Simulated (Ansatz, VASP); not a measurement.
One calculation of Au, two programs

```
Au
1.0
     0.00000    2.08564    2.08564
     2.08564    0.00000    2.08564
     2.08564    2.08564    0.00000
Au
1
Direct
  0.00000 0.00000 0.00000
```

Alike in both runs: task relaxation of cell and atoms; functional LDA; k mesh 8 × 8 × 8; occupations gaussian, width 0.1 eV; no spin polarisation.

|  | VASP | Ansatz |
| --- | --- | --- |
| version | VASP 6.6.1 | Ansatz 0.2.0 |
| potentials or method | VASP PAW LDA potentials, release 64 (Au) | scalar-relativistic, plane waves, PAW |
| plane-wave cutoff (eV) | 600 | 420 |
| valence electrons in the cell | 11 | 19 |

```csv
,VASP,Ansatz,Ansatz less VASP
"gap on the k mesh at the Fermi level, each at its own relaxed structure (eV)",none,none,-
relaxed volume (Å³/atom),16.73,16.70,-0.033
relaxed cell length with the largest relative difference (Å),2.871,2.869,-0.0019
energy change over the relaxation (meV/atom),-60,-65,-4.7
```

A gap of «none» marks a metal or a gap that the smearing closes. The two sets of potentials don't hold the same shells in valence.

 Spin-orbit coupling is left out, which matters for the levels of Au.
